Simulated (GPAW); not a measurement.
A run of GPAW 26.7.0:

Contents of run.py:

```python
from ase.calculators.mixing import SumCalculator
from ase.eos import EquationOfState
from ase.io import Trajectory
from ase.spacegroup import crystal
from ase.units import GPa
from dftd4.ase import DFTD4
from gpaw import GPAW, PW, setup_paths

setup_paths.insert(0, '.')

# Ga 4a
# N 4d
atoms = crystal(['Ga', 'N'],
                basis=[[0.0, 0.0, 0.0],
                       [0.25, 0.25, 0.75]],
                spacegroup=216, setting=1,  # F-43m
                cellpar=[4.50700122, 4.50700122, 4.50700122, 90.0, 90.0, 90.0],
                primitive_cell=True)

traj = Trajectory('eos.traj', 'w')
volumes, energies = [], []
for x in [0.94, 0.96, 0.98, 1.0, 1.02, 1.04, 1.06]:
    a = atoms.copy()
    a.set_cell(atoms.cell * x**(1 / 3), scale_atoms=True)
    calc = GPAW(mode=PW(800),
                xc='BLYP',
                kpts={'size': (10, 10, 10), 'gamma': True},
                occupations={'name': 'fermi-dirac', 'width': 0.05},
                nbands=11,
                convergence={'density': 1e-05, 'energy': 1e-05},
                eigensolver='davidson',
                maxiter=150,
                txt=f'eos-{x:.2f}.txt')
    a.calc = SumCalculator([calc, DFTD4(method='blyp')])
    energies.append(a.get_potential_energy())
    volumes.append(a.get_volume())
    p = -a.get_stress()[:3].mean() / GPa
    calc.write(f'eos-{x:.2f}.gpw')
    traj.write(a)
    print(f'{x:.2f} {volumes[-1]:10.4f} A^3 {energies[-1]:14.6f} eV {p:9.3f} GPa', flush=True)

v0, e0, B = EquationOfState(volumes, energies, eos='birchmurnaghan').fit()
print(f'V0 = {v0:.4f} A^3, E0 = {e0:.6f} eV, B0 = {B / GPa:.2f} GPa')
```

Potentials or basis: PAW data sets generated in the run's folder for this functional, pw.

Run with:

```console
$ gpaw-setup -f BLYP Ga N
$ OMP_NUM_THREADS=1 python run.py
```

Hardware: 1 thread of AMD EPYC 7R13 Processor (Zen 3) (shared host).

Estimate the wall time of this run.

Run time: 73 s on 1 thread of AMD EPYC 7R13 Processor (Zen 3), with other jobs on the host, peak memory 0.22 GiB. Counts: scf iterations 70, plane waves 1117, bands 11, k points 47.
